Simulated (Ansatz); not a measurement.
**Band table of Zn (beta tin type)**

```yaml
crystal:
  lattice:
    - [-2.60242, 2.60242, 1.27980]
    - [2.60242, -2.60242, 1.27980]
    - [2.60242, 2.60242, -1.27980]
  atoms:
    - { symbol: Zn, position: [0.62500, 0.87500, 0.75000] }
    - { symbol: Zn, position: [0.37500, 0.12500, 0.25000] }
```

The cell comes from a relaxation on PAW files under the same functional, begun from a prototype that needn't be the stable phase.

Level of theory: DFT with PBE, scalar-relativistic, in Ansatz 0.2.0; a Γ-centred 16×16×16 k mesh, Fermi–Dirac smearing of 0.1 eV, no spin polarisation. LAPW: all electrons, basis error target 1 meV/atom.

Path points, in fractions of the reciprocal vectors: Γ (0.000, 0.000, 0.000), X (0.000, 0.000, 0.500), M (-0.500, 0.500, 0.500), Z (0.310, 0.310, -0.310), Z0 (-0.310, 0.690, 0.310), P (0.250, 0.250, 0.250). The distance column jumps between branches of the path. Levels in eV from the Fermi level; bands 9 to 22, counted from the lowest band of the run. The gap is zero, the pressure 0.01 GPa.

```
# k(1/Å) point b9 b10 b11 b12 b13 b14 b15 b16 b17 b18 b19 b20 b21 b22
0.000 Γ -9.33 -7.88 -7.83 -7.81 -7.75 -6.89 -6.89 -6.88 -6.88 -6.81 -6.61 1.27 1.27 2.51
0.122 - -9.27 -7.88 -7.82 -7.80 -7.75 -6.90 -6.89 -6.88 -6.88 -6.81 -6.62 0.46 1.35 3.14
0.244 - -9.11 -7.89 -7.78 -7.78 -7.75 -6.91 -6.89 -6.89 -6.88 -6.83 -6.67 -0.79 1.59 3.85
0.366 - -8.84 -7.90 -7.73 -7.73 -7.72 -6.95 -6.90 -6.88 -6.87 -6.84 -6.73 -2.03 1.98 4.34
0.488 - -8.51 -7.91 -7.68 -7.67 -7.64 -7.03 -6.94 -6.88 -6.86 -6.83 -6.77 -3.20 2.51 4.78
0.610 - -8.20 -7.92 -7.59 -7.55 -7.55 -7.14 -6.96 -6.87 -6.85 -6.80 -6.79 -4.27 3.17 5.25
0.732 - -8.04 -7.94 -7.49 -7.46 -7.39 -7.26 -6.92 -6.88 -6.83 -6.81 -6.60 -5.22 3.93 5.77
0.854 X -7.97 -7.97 -7.38 -7.38 -7.38 -7.38 -6.89 -6.89 -6.82 -6.82 -6.03 -6.03 4.80 4.80
0.976 - -7.97 -7.97 -7.43 -7.43 -7.33 -7.33 -6.88 -6.88 -6.83 -6.83 -5.96 -5.96 3.87 3.87
1.097 - -7.97 -7.97 -7.49 -7.49 -7.29 -7.29 -6.88 -6.88 -6.84 -6.84 -5.77 -5.77 2.52 2.52
1.219 - -7.97 -7.97 -7.54 -7.54 -7.24 -7.24 -6.88 -6.88 -6.85 -6.85 -5.45 -5.45 1.21 1.21
1.341 - -7.98 -7.98 -7.59 -7.59 -7.19 -7.19 -6.88 -6.88 -6.85 -6.85 -5.01 -5.01 0.00 0.00
1.463 - -7.98 -7.98 -7.62 -7.62 -7.15 -7.15 -6.88 -6.88 -6.86 -6.86 -4.46 -4.46 -1.12 -1.12
1.585 - -7.99 -7.99 -7.64 -7.64 -7.12 -7.12 -6.88 -6.88 -6.87 -6.87 -3.79 -3.79 -2.12 -2.12
1.707 M -7.99 -7.99 -7.65 -7.65 -7.11 -7.11 -6.88 -6.88 -6.87 -6.87 -3.04 -3.04 -2.99 -2.99
1.880 - -8.00 -7.97 -7.66 -7.61 -7.16 -7.10 -6.88 -6.88 -6.87 -6.86 -4.57 -2.97 -2.84 -1.23
2.052 - -8.05 -7.94 -7.68 -7.49 -7.29 -7.06 -6.88 -6.88 -6.87 -6.85 -5.86 -2.75 -2.41 0.78
2.225 - -8.18 -7.92 -7.72 -7.45 -7.29 -7.01 -7.00 -6.88 -6.87 -6.83 -6.73 -2.35 -1.75 2.98
2.397 - -8.48 -7.90 -7.74 -7.61 -7.50 -7.08 -6.94 -6.89 -6.87 -6.84 -6.79 -1.73 -0.92 5.38
2.569 - -8.90 -7.89 -7.76 -7.73 -7.70 -6.94 -6.90 -6.89 -6.86 -6.85 -6.73 -0.84 0.00 5.69
2.742 - -9.22 -7.88 -7.81 -7.79 -7.75 -6.90 -6.89 -6.89 -6.88 -6.82 -6.64 0.30 0.86 3.75
2.914 Γ -9.33 -7.88 -7.83 -7.81 -7.75 -6.89 -6.89 -6.88 -6.88 -6.81 -6.61 1.27 1.27 2.51
3.132 - -9.13 -7.84 -7.81 -7.75 -7.70 -6.99 -6.99 -6.89 -6.89 -6.81 -6.61 1.51 1.51 2.62
3.350 - -8.57 -7.78 -7.74 -7.53 -7.51 -7.17 -7.17 -6.97 -6.97 -6.81 -6.62 2.18 2.18 2.97
3.568 - -7.86 -7.72 -7.63 -7.39 -7.39 -7.17 -7.08 -7.08 -7.08 -6.82 -6.64 3.20 3.20 3.55
3.785 - -7.66 -7.58 -7.58 -7.52 -7.49 -7.19 -7.19 -6.83 -6.83 -6.68 -5.87 4.11 4.30 4.30
4.003 - -7.71 -7.71 -7.61 -7.40 -7.35 -7.26 -7.26 -6.85 -6.71 -6.60 -4.15 3.06 3.43 4.23
4.221 - -7.74 -7.74 -7.58 -7.32 -7.31 -7.27 -7.27 -6.89 -6.78 -6.54 -2.04 1.15 1.28 2.64
4.439 Z -7.67 -7.67 -7.58 -7.37 -7.24 -7.22 -7.22 -6.93 -6.92 -6.67 -0.48 -0.47 0.48 0.96
5.784 Z0 -7.67 -7.67 -7.58 -7.37 -7.24 -7.22 -7.22 -6.93 -6.92 -6.67 -0.48 -0.47 0.48 0.96
5.917 - -7.60 -7.58 -7.58 -7.42 -7.21 -7.17 -7.17 -7.07 -6.96 -6.85 -1.25 -1.25 0.03 0.03
6.050 - -7.63 -7.49 -7.46 -7.46 -7.25 -7.19 -7.10 -7.10 -7.07 -6.99 -1.88 -1.87 -0.80 -0.80
6.183 - -7.66 -7.57 -7.42 -7.32 -7.32 -7.31 -7.17 -7.03 -7.03 -7.02 -2.35 -2.32 -1.52 -1.52
6.316 - -7.72 -7.71 -7.54 -7.51 -7.17 -7.17 -7.16 -7.05 -6.97 -6.97 -2.68 -2.65 -2.13 -2.13
6.449 - -7.86 -7.83 -7.61 -7.60 -7.14 -7.07 -7.02 -7.02 -6.91 -6.91 -2.89 -2.87 -2.59 -2.59
6.581 - -7.96 -7.94 -7.65 -7.63 -7.13 -7.09 -6.92 -6.92 -6.88 -6.88 -3.01 -2.99 -2.88 -2.88
6.714 M -7.99 -7.99 -7.65 -7.65 -7.11 -7.11 -6.88 -6.88 -6.87 -6.87 -3.04 -3.04 -2.99 -2.99
7.568 X -7.97 -7.97 -7.38 -7.38 -7.38 -7.38 -6.89 -6.89 -6.82 -6.82 -6.03 -6.03 4.80 4.80
7.743 - -7.90 -7.90 -7.41 -7.41 -7.36 -7.36 -6.94 -6.94 -6.83 -6.83 -5.91 -5.91 4.93 4.93
7.919 - -7.72 -7.72 -7.45 -7.45 -7.35 -7.35 -7.03 -7.03 -6.86 -6.86 -5.57 -5.57 5.29 5.29
8.094 - -7.56 -7.56 -7.50 -7.50 -7.31 -7.31 -7.09 -7.09 -6.88 -6.88 -5.01 -5.01 5.80 5.80
8.269 - -7.61 -7.61 -7.52 -7.52 -7.21 -7.21 -7.05 -7.05 -6.89 -6.89 -4.20 -4.20 5.52 5.52
8.445 - -7.68 -7.68 -7.59 -7.59 -7.17 -7.17 -6.96 -6.96 -6.82 -6.82 -3.12 -3.12 3.64 3.64
8.620 - -7.72 -7.72 -7.65 -7.65 -7.15 -7.15 -6.94 -6.94 -6.72 -6.72 -1.78 -1.78 1.67 1.67
8.795 P -7.74 -7.74 -7.67 -7.67 -7.15 -7.15 -6.94 -6.94 -6.69 -6.69 -0.43 -0.43 0.09 0.09
```
